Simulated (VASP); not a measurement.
SrO: relaxation of cell and atoms with PBE+D3(BJ)

SrO:

```
Sr O
1.0
     0.00000    2.57921    2.57921
     2.57921    0.00000    2.57921
     2.57921    2.57921    0.00000
Sr O
1 1
Direct
  0.50000 0.50000 0.50000
  0.00000 0.00000 0.00000
```

```yaml
Program: VASP 6.6.1
Task: relaxation of cell and atoms
Functional: PBE
Dispersion: D3(BJ)
Potentials_or_basis: VASP PAW PBE potentials, release 64 (Sr_sv, O)
Cutoff: 600 eV
k_mesh: 10 × 10 × 10
Occupations: gaussian, width 0.03 eV
Spin: no spin polarisation
Further_INCAR_settings: ALGO = Normal; EDIFF = 1e-07; IBRION = 2; EDIFFG = -0.005; NSW = 90; ISIF = 3
```

```yaml
Pressure_after_relaxing: 0.0 GPa
Band_gap_on_the_k_mesh: 3.27 eV, indirect (least direct gap 3.37 eV)
Dispersion_energy_per_atom: -0.243 eV
```

Final structure:
```
Sr O
1.0
     0.00000    2.57921    2.57921
     2.57921    0.00000    2.57921
     2.57921    2.57921    0.00000
Sr O
1 1
Direct
  0.50000 0.50000 0.50000
  0.00000 0.00000 0.00000
```

Levels at points of the mesh, in eV from the valence-band top:
| k point | band 6 | band 7 | band 8 | band 9 | band 10 | band 11 |
| --- | --- | --- | --- | --- | --- | --- |
| (0.00, 0.00, 0.00) | 0.00 | 0.00 | 0.00 | 3.92 | 6.19 | 6.19 |
| (0.50, 0.00, 0.00) | -2.15 | -1.12 | -1.12 | 6.51 | 8.38 | 8.79 |
| (0.50, 0.50, 0.00) | -0.45 | -0.09 | -0.09 | 3.27 | 7.73 | 10.11 |

It took 15 s on 1 thread of Intel(R) Xeon(R) 6975P-C (Granite Rapids), on a shared host, peak memory 0.19 GiB.

Caveat: the relaxation stopped at its first step, so nothing moved. A k mesh can miss the band edges.
